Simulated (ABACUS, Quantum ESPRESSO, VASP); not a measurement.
**FeAl: energy against volume and a worked fit**

It takes space group Pm-3m (No. 221, cubic). The conventional cell has a = 2.910 Å, b = 2.910 Å, c = 2.910 Å, α = 90.00°, β = 90.00°, γ = 90.00°. Around Fe (site symmetry m-3m) lie 8 Al at 2.52 Å. Around Al (site symmetry m-3m) lie 8 Fe at 2.52 Å.

The cell was scaled at fixed shape and fractions and run with VASP, PBE PAW files Al, Fe, 520 eV; PBE, k mesh 9 × 9 × 9 on the cell of 2 atoms, fermi-dirac occupations of 0.05 eV, collinear spin, ferromagnetic start, no spin-orbit coupling. Energies are those that the program minimises, any entropy of the smearing included. For a metal such a mesh isn't converged to the digits shown. The magnetic state is the one that the start led to, which needn't be the lowest.

| V (Å³/atom) | energy over the lowest row (meV/atom) |
| --- | --- |
| 11.5818 | 3.75 |
| 11.8282 | 0.00 |
| 12.0747 | 1.96 |
| 12.3211 | 9.05 |
| 12.5675 | ? |
| 12.8139 | 36.49 |
| 13.0604 | 55.93 |

Task: Fit the third-order Birch-Murnaghan form, give V0, B0 and B′, and predict the energy left open.

Result: With y = (V0/V)^(2/3), E = E0 + (9 V0 B0/16) [(y - 1)³ B′ + (y - 1)² (6 - 4y)]. Least squares through the rows shown give V0 = 11.8625 Å³/atom, E0 = -0.06 meV, B0 = 176.2 GPa (1 eV/Å³ = 160.218 GPa) and B′ = 4.37, with a largest miss of 0.01 meV. At V = 12.5675 the form with these constants gives 20.72 meV; the run gave 20.72 meV an atom. Other set-ups at this level, from all their volumes (Å³/atom, GPa): ABACUS, PseudoDojo NC SR 0.4.1 PBE standard, plane waves: V0 11.863, B0 177; Quantum ESPRESSO, SSSP 1.3 efficiency PBE: V0 11.894, B0 176.
